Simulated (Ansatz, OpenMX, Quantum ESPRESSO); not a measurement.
**One calculation of Ti, 3 ways**

```
CELL_PARAMETERS angstrom
2.87085 0.00000 0.00000
-1.43543 2.48623 0.00000
0.00000 0.00000 24.37617
ATOMIC_POSITIONS crystal
Ti 0.66667 0.33333 0.30768
Ti 0.33333 0.66667 0.40384
Ti 0.00000 0.00000 0.50000
Ti 0.66667 0.33333 0.59616
Ti 0.33333 0.66667 0.69232
```

Alike in all runs: functional PBE; k mesh 11 × 11 × 1; occupations fermi-dirac, width 0.05 eV; no spin polarisation; no spin-orbit coupling.

```tsv
program and potentials	plane-wave cutoff (eV)	notes	largest force (eV/Å)
Ansatz, Ansatz PAW	420	-	0.547
OpenMX, OpenMX 2013 PBE set, Ti7.0-s3p2d2, grid cutoff 400 Ry	-	atomic basis	0.541
Quantum ESPRESSO, PseudoDojo 0.4.1 SR PBE standard	1143	-	?
```

Estimate from the other rows what the run with Quantum ESPRESSO, PseudoDojo 0.4.1 SR PBE standard gave.

Largest force 0.549 eV/Å. The other rows, which needn't bracket it: largest force 0.541 to 0.547.
